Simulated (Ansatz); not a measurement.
**From formation energies to a reaction energy: In3As**

Level of theory: DFT PBE, scalar-relativistic, plane waves, PAW (Ansatz). All cells share a 420 eV cutoff and Γ-centred k meshes spaced at most about 0.3 Å⁻¹ (about 0.25 or finer for metals, 2π included). No spin polarisation.

The zero of energy is the elements' standard structures at the same level; no fitted shifts are applied.

All energies are static (0 K, no zero-point motion). The reference form of As is held partly by dispersion forces, which this level lacks.

A trial structure of In3As (reached from: random cell; relaxed: space group P6mm (No. 183), a = 5.163 Å, c = 5.759 Å) has a formation energy of 0.218 eV/atom. At its composition the lowest mixture among the elements and 2 reference phases computed alike (others may be missing) consists of these:

```tsv
phase	source	ΔE_f (eV/atom)
In (solid)	element	-0.002
InAs (F-43m)	Materials Project	-0.244
```

The lowest database cell of In (-0.002) lies slightly below the reference, hence the non-zero entry.

Question: Write the balanced decomposition and find its energy per atom, per formula unit and per mole of formula units.

Answer: Balancing In and As gives In3As → 2 In + InAs. The left side holds 4 atoms, and the products take 2/4 (In) and 2/4 (InAs) of them. The mixture therefore lies at 2/4 × (-0.002) + 2/4 × (-0.244) = -0.123 eV/atom. The reaction energy is -0.123 − (0.218) = -0.341 eV/atom. Times 4 atoms that is -1.364 eV per In3As, and times 96.485 it is -132 kJ per mole of In3As. Decomposition is downhill, so the trial structure is unstable against this mixture.
